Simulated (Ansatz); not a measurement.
## SnO₂: the gap under pressure

SnO₂, P4_2/mnm, a = 4.760 Å, c = 3.201 Å. Ansatz: r2SCAN, PAW, 500 eV, Γ-centred 6×6×6 mesh on 12 atoms, Gaussian smearing 0.02 eV; no spin polarisation. Cell and atoms are relaxed at each pressure, and no other structure is tried, so the rows at high pressure may lie past a change of phase. The gap is sought over the whole zone. The pressures are the targets, met within 0.05 GPa.

| P (GPa) | gap y (eV) |
| --- | --- |
| -3.0 | ? |
| 0.0 | 1.770 |
| 3.0 | 1.925 |
| 8.0 | 2.171 |
| 15.0 | 2.498 |
| 30.0 | 3.117 |

Q: Fit y = E0 + αP + βP² to the other rows and predict the missing gap.

A: Least squares on the rows shown. y = 1.7702 + 0.052103 P − 0.00024033 P². So α = 52.1 meV/GPa at zero pressure. At P = -3.0 the fit asked for gives 1.612 eV. The run gave 1.605 eV, so the fit is 0.007 eV too high, a small miss on the scale of the series.

Semilocal functionals give gaps under the measured ones; changes of the gap mostly carry over better.